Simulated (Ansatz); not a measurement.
Input of an Ansatz 0.2.0 run:

File input.yaml:

```yaml
crystal:
  lattice:
    - [0.0, 1.89785, 1.89785]
    - [1.89785, 0.0, 1.89785]
    - [1.89785, 1.89785, 0.0]
  atoms:
    - { symbol: Rh, position: [0.0, 0.0, 0.0] }
hamiltonian:
  xc: pbe
  pseudopotentials: { kind: paw }
kpoints:
  mp_grid: { grid: [12, 12, 12] }
scf:
  occupations: { method: gaussian, width: 0.026 }
output:
  forces: true
  stress: true
  eigenvalues: true
```

Potentials or basis: Ansatz PAW.

Run with:

```sh
$ ansatz run input.yaml --threads 2 --pin off --max-ram 5632MiB --backend cpu --events-out ev --progress --plain --runs-dir out
```

Task: What does it give for the band gap on the k mesh?

Result: None (metal or under the smearing width).

Task: Estimate the pressure.

Result: 7.2 GPa.
